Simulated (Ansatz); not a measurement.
System: CdO (rock salt type), 2 atoms in the cell.

```
Cd O
1.0
     0.00000    2.39000    2.39000
     2.39000    0.00000    2.39000
     2.39000    2.39000    0.00000
Cd O
1 1
Direct
  0.00000 0.00000 0.00000
  0.50000 0.50000 0.50000
```

Code and potentials: Ansatz PAW hard set, 700 eV. Settings: k-mesh 6×6×6 Γ-centred; Fermi–Dirac smearing of 0.02 eV; no spin polarisation.

Plain PBE gives:

```yaml
Pressure: -0.92 GPa
```

(1) What changes under r²SCAN?

Results:

(1) The pressure goes down by 5.29 GPa to -6.21 GPa.

The stress includes the program's correction for the finite plane-wave basis.

The k-mesh is modest, so these values aren't fully converged in k. Potentials made with PBE were used with another functional (at least in: Ansatz PAW hard set, 700 eV (r²SCAN)).
